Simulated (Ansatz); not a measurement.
A plane-wave DFT run in Ansatz 0.2.0 (scalar-relativistic PAW potentials unless the input names others): input and command.

```yaml
crystal:
  lattice:
    - [0.0, 2.4529094462, 2.4529094462]
    - [2.4529094462, 0.0, 2.4529094462]
    - [2.4529094462, 2.4529094462, 0.0]
  atoms:
    - { symbol: "Y", position: [0.5, 0.5, 0.5] }
    - { symbol: "N", position: [0.0, 0.0, 0.0] }
basis:
  ecutwfc: 420
kpoints:
  mp_grid: { grid: [12, 12, 12] }
hamiltonian:
  xc: pbe
  hubbard: { sites: [{ species: "N", l: f, u_eff: 4.0 }] }
scf:
  occupations: { method: gaussian, width: 0.01 }
  max_iter: 60
output:
  forces: true
  eigenvalues: true
  stress: true
```

```bash
ansatz run input.yaml --threads 1 --pin off --max-ram 2560MiB --backend cpu --events-out ev --progress --plain --runs-dir out
```

**Question.** Will this input run?

**Answer.** The program refuses it, because of a U on a shell that isn't there (hamiltonian.hubbard: not typed → {"sites": [{"species": "N", "l": "f", "u_eff": 4.0}]}). Without that key it is accepted.

Abridged log:
```
Error: inconsistent input (hamiltonian.hubbard.sites[].l, hamiltonian.hubbard.sites[].shell): the file of N doesn't list 4f, and it can't be added: PBE doesn't bind the shell 4f of the free atom, whose level lies at +1.14 eV. Type an atom or ion with it (hamiltonian.pseudopotentials.projection_atoms), take another file or name another shell
```